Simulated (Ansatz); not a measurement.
# Rb (sc type): how the settings move a single-point run

Aim: see which settings change the result for Rb (sc type), by how much, and at what cost.

Program: Ansatz 0.2.0. Level of theory: reference: DFT, PBE, PAW with Ansatz's default frozen-core files, scalar-relativistic. These are calculated values, not measurements.

## 1. The system as given

Symmetry: Pm-3m, No. 221, cubic system. The conventional cell has a = 4.594 Å, b = 4.594 Å, c = 4.594 Å, α = 90.00°, β = 90.00°, γ = 90.00°.

Coordinates:

```
CELL_PARAMETERS angstrom
4.59363 0.00000 0.00000
0.00000 4.59363 0.00000
0.00000 0.00000 4.59363
ATOMIC_POSITIONS crystal
Rb 0.00000 0.00000 0.00000
```

## 2. Reference

File input.yaml:

```yaml
crystal:
  lattice:
    - [4.5936294374, 0.0, 0.0]
    - [0.0, 4.5936294374, 0.0]
    - [0.0, 0.0, 4.5936294374]
  atoms:
    - { symbol: Rb, position: [0.0, 0.0, 0.0] }
kpoints:
  mp_grid: { grid: [10, 10, 10] }
scf:
  occupations: { method: fermi_dirac, width: 0.08 }
hamiltonian:
  xc: pbe
  pseudopotentials: { kind: paw }
output:
  forces: true
  stress: true
  eigenvalues: true
  efg: { contact_densities: true }
  write_density: true
  write_potential: true
  elf: true
  volumetric_format: npy
```

Launch:

```console
> ansatz run input.yaml --threads 1 --pin off --max-ram 2048MiB --backend cpu --events-out ev --progress --plain --runs-dir out
```

## 3. Variant: xc lda

input.yaml: that of step 2 with these lines changed.

```diff
@@ -12,3 +12,3 @@
 hamiltonian:
-  xc: pbe
+  xc: lda
   pseudopotentials: { kind: paw }
```

**Question.** What will these runs give? Wanted: for each run, ending; energy change; pressure; gap; force.

The runs gave:

```csv
run,ending,energy change,pressure (GPa),gap (eV),force (eV/Å),cycles,time
reference,converged,-,0.0,0.00,0.00,6,6.5 s
1: xc lda,converged,not comparable,-0.3,0.00,0.00,6,6.5 s
```

Residual by cycle in the longest SCF loop of each run; runs are numbered as in the table. The quantity is the density residual dr2, in eV.

```csv
cycle,reference,run 1
1,5.9e-4,0.00559
2,2.8e-4,0.00235
3,4.3e-6,1.1e-4
4,1.5e-7,1.9e-5
5,9.7e-10,7.2e-7
6,7.4e-12,4.2e-9
```

**Reading.** After a change of functional the difference of the totals has no physical meaning; the pressure goes from 0.0 to -0.3 GPa.
